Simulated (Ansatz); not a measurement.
# hcp against bcc along group 13

Method: DFT, revPBE, plane waves (420 eV) with PAW, scalar-relativistic (Ansatz 0.2.0). (PAW data from PBE, frozen cores regenerated.)

Each structure is relaxed within its symmetry, in the lowest magnetic state of the tried starts. Differences under about 8 meV lie within the error of the k-point mesh. Some of these cells lie far above the measured volume under this functional.

```
element  E(hcp) − E(bcc) (meV/atom)  V(hcp) (Å³/atom)  V(bcc) (Å³/atom)       state of hcp       state of bcc
     Al                         -60             16.86             17.20  spin not included  spin not included
     Ga                          -3             19.62             19.70  spin not included  spin not included
     In                          -5             28.65             28.79  spin not included  spin not included
     Tl                          -4             33.09             33.07  spin not included  spin not included
```
